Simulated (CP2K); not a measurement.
**As in CP2K: the effect of pseudo set**

Crystal: As.

```xyz
2
Lattice="4.1310 0.0000 0.0000 2.4184 3.3491 0.0000 2.4184 1.2367 3.1124" Properties=species:S:1:pos:R:3 pbc="T T T"
As    2.0267    1.0364    0.7034
As    6.9411    3.5494    2.4090
```

Alike in all runs:

| Quantity | Value |
| --- | --- |
| Program | CP2K 2026.2 |
| Task | band structure |
| Functional | PBE |
| Density cutoff | 6123 eV |
| k mesh | 9 × 9 × 9 |
| Occupations | fermi-dirac, width 0.05 eV |
| Spin | no spin polarisation |

```csv
pseudo set,pressure (GPa),largest force (eV/Å)
PBE,4.4,0.59
PADE,?,?
BLYP,3.8,0.55
SCAN,1.5,0.30
PBE0,2.9,0.46
```

**Question.** What does the run with pseudo set PADE give?

**Answer.** Pressure 0.7 GPa; largest force 0.21 eV/Å.

Caveats: the basis of atomic orbitals isn't converged, which shifts pressures, moduli and gaps; the potentials were made for another functional, which shifts forces and pressure (some runs).
